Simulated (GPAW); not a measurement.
GaSb in GPAW: convergence with basis set

Input of the first run (basis set lcao:sz(dzp)); the others differ in this setting and in those tied to it:

Contents of run.py:

```python
from ase import Atoms
from ase.dft.bandgap import bandgap
from ase.io import write
from gpaw import GPAW

atoms = Atoms(['Sb', 'Ga'],
              cell=[[-1.555901, 2.675003, 2.893313],
                    [1.555901, -2.675003, 2.893313],
                    [1.555901, 2.675003, -2.893313]],
              scaled_positions=[[0.5, 0.5, 0.0],
                                [0.0, 0.0, 0.0]],
              pbc=True)

calc = GPAW(mode='lcao',
            h=0.16,
            basis='sz(dzp)',
            xc='PBE',
            kpts={'size': (6, 6, 6), 'gamma': True},
            occupations={'name': 'fermi-dirac', 'width': 0.05},
            convergence={'density': 1e-05, 'energy': 1e-05},
            maxiter=100,
            txt='gpaw.txt')
atoms.calc = calc
energy = atoms.get_potential_energy()
forces = atoms.get_forces()
calc.write('gs.gpw')
write('result.traj', atoms)
print(f'Energy: {energy:.6f} eV')
print('Forces (eV/A):')
print(forces.round(4))
print('Fermi level:', round(calc.get_fermi_level(), 4), 'eV')
print(f'Gap: {bandgap(calc)[0]:.4f} eV, direct: {bandgap(calc, direct=True)[0]:.4f} eV')
```

Potentials or basis: GPAW PAW data sets (gpaw-data 1.2.1), lcao:sz(dzp).

Run with:

```bash
$ OMP_NUM_THREADS=1 python run.py
```

Measurements of this composition are mostly on another form, of space group No. 216.

Hardware: 1 thread of Arm Neoverse V2 (shared host).

| basis set | energy less the tightest run, at zero smearing (meV/atom) | SCF cycles | CPU time (s) | peak memory (GiB) |
| --- | --- | --- | --- | --- |
| lcao:sz(dzp) | 701.43 | 8 | 44 | 0.21 |
| lcao:szp(dzp) | 370.49 | 8 | 170 | 0.24 |
| lcao:dz(dzp) | 423.21 | 9 | 68 | 0.22 |
| lcao:dzp | 245.65 | 9 | 220 | 0.24 |
| fd | -6.08 | 11 | 89 | 0.5 |
| pw | 0.00 | 9 | 20 | 0.17 |

Not settled before the last step: the energy (to 1 meV/atom). The tightest run that finished is the yardstick and may itself not be fully converged.

Caveat, for the tightest run too: the k mesh is coarse (spacing up to 0.39 Å⁻¹), so the values aren't converged. Spin-orbit coupling is left out, which matters for the levels of Sb.
